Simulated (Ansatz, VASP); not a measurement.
Two plane-wave programs on Rh

```
Rh
1.0
     0.00000    1.89785    1.89785
     1.89785    0.00000    1.89785
     1.89785    1.89785    0.00000
Rh
1
Direct
  0.00000 0.00000 0.00000
```

Alike in both runs: task relaxation of cell and atoms; functional LDA; k mesh 15 × 15 × 15; occupations fermi-dirac, width 0.3 eV; no spin polarisation.

|  | VASP | Ansatz |
| --- | --- | --- |
| version | VASP 6.6.1 | Ansatz 0.2.0 |
| potentials or method | VASP PAW LDA potentials, release 64 (Rh_pv) | plane waves, PAW |
| plane-wave cutoff (eV) | 600 | 422 |
| valence electrons in the cell | 15 | 17 |

```csv
,VASP,Ansatz,Ansatz less VASP
relaxed volume (Å³/atom),13.42,13.39,-0.039
relaxed cell length with the largest relative difference (Å),2.668,2.665,-0.0026
energy change over the relaxation (meV/atom),-4,-5,-1.3
```

The two sets of potentials don't hold the same shells in valence.

 Zero-point motion and thermal expansion aren't in these numbers. LDA usually gives volumes a few per cent too small.
